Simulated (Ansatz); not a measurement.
# ZrC: the cost of one run

Method: DFT PBE, scalar-relativistic, plane waves, PAW, in Ansatz 0.2.0.

2 further runs of the same task are left out: 1 that didn't finish, 1 set aside as unsound or not needed.

**1. The structure to begin with**

The structure is cubic, space group Fm-3m (No. 225). The conventional cell has a = 4.700 Å, b = 4.700 Å, c = 4.700 Å, α = 90.00°, β = 90.00°, γ = 90.00°. Zr (site symmetry m-3m) is surrounded by 6 C at 2.35 Å. C (site symmetry m-3m) is surrounded by 6 Zr at 2.35 Å.

Coordinates:

```cif
data_structure
_symmetry_space_group_name_H-M 'Fm-3m'
_symmetry_Int_Tables_number 225
_cell_length_a 4.7004
_cell_length_b 4.7004
_cell_length_c 4.7004
_cell_angle_alpha 90.000
_cell_angle_beta 90.000
_cell_angle_gamma 90.000
_cell_volume 103.85
loop_
_atom_site_label
_atom_site_type_symbol
_atom_site_symmetry_multiplicity
_atom_site_Wyckoff_symbol
_atom_site_fract_x
_atom_site_fract_y
_atom_site_fract_z
_atom_site_occupancy
Zr1 Zr 4 b 0.50000 0.00000 0.00000 1
C1 C 4 a 0.00000 0.00000 0.00000 1
```

The structure comes from the Crystallography Open Database.

**2. A change within the space group**

The change: strain xx, yy, zz, yz, xz, xy = +0.2, +0.2, +0.2, +0.0, +0.0, +0.0 %.

The input, input.yaml:

```yaml
crystal:
  lattice:
    - [0.0, 2.3538763276, 2.3538763276]
    - [2.3538763276, 0.0, 2.3538763276]
    - [2.3538763276, 2.3538763276, 0.0]
  atoms:
    - { symbol: Zr, position: [0.5, 0.5, 0.5] }
    - { symbol: C, position: [0.0, 0.0, 0.0] }
basis:
  ecutwfc: 420
kpoints:
  mp_grid: { grid: [16, 16, 16] }
hamiltonian:
  xc: pbe
scf:
  occupations: { method: gaussian, width: 0.1 }
output:
  forces: true
  stress: true
  eigenvalues: true
  write_density: true
  write_potential: true
  elf: true
  volumetric_format: npy
```

Command:

```bash
$ ansatz run input.yaml --threads 1 --pin off --max-ram 1331MiB --backend cpu --events-out ev --progress --plain --runs-dir out
```

What time and memory should one allow on 1 thread of an Arm CPU, shared host?

About 3.9 s, with a peak of 0.32 GiB.
